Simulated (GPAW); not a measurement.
The system is Ge.

```
Ge
1.0
     0.00000    2.82891    2.82891
     2.82891    0.00000    2.82891
     2.82891    2.82891    0.00000
Ge
2
Cartesian
  4.2434 4.2434 4.2434
  2.8289 2.8289 2.8289
```

Base run:

```yaml
Program: GPAW 26.7.0
Functional: LDA
Potentials_or_basis: the program's PAW data sets (release 1.2.1) made for this functional
Cutoff: 450 eV
Basis: pw
k_mesh: 7 × 7 × 7
Occupations: fermi-dirac, width 0.001 eV
Spin: no spin polarisation
```

Its results: band gap on the k mesh none (metal or under the smearing width); electronic dielectric tensor (diagonal) 41.64.

Problem. The run is repeated on the same cell with these changes: functional from LDA to GLLB-SC. What comes out?

Solution. Band gap on the k mesh, kohn-sham part alone 0.17 eV, direct; electronic dielectric tensor (diagonal) 45.33.

Caveats: the long-wavelength limit can be off by a per cent or two; the gap is small at this level, which inflates the dielectric constant (some runs); a model potential gives levels but no total energy (some runs); response on these states lacks terms of the Hamiltonian (some runs); an odd mesh through Γ misses points on the zone boundary, where band edges often lie (some runs).
